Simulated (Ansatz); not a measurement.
**TiB: computed properties**

All numbers below come from Ansatz 0.2.0, DFT PBEsol, scalar-relativistic, plane waves, PAW.

Plane waves to 420 eV, a k mesh through Γ of 14×14×14 on the computed 2-atom cell and Gaussian smearing (0.10 eV); no spin polarisation.

The structure is relaxed at this level of theory with its symmetry kept. Whether it is the stable form of this composition wasn't checked.

Symmetry: F-43m, No. 216, cubic system. The conventional cell has a = 4.907 Å, b = 4.907 Å, c = 4.907 Å, α = 90.00°, β = 90.00°, γ = 90.00°. Around Ti (site symmetry -43m) lie 4 B at 2.12 Å. B (site symmetry -43m) has 4 Ti at 2.12 Å as nearest neighbours.

- Volume per atom: 14.77 Å³
- Formation energy from the elements' standard states (uncorrected): +0.773 eV/atom
- Kohn–Sham band gap: none (metal)
- Density of states at the Fermi level: 1.72 states/eV per cell
- Löwdin character within 0.5 eV of the Fermi level: Ti 3d 51 %, B 2p 45 %
- Bulk modulus: 108 GPa
- Its pressure derivative: 3.6
- Bader charges (e): Ti (1 in the cell) 1.26, B (1 in the cell) -1.26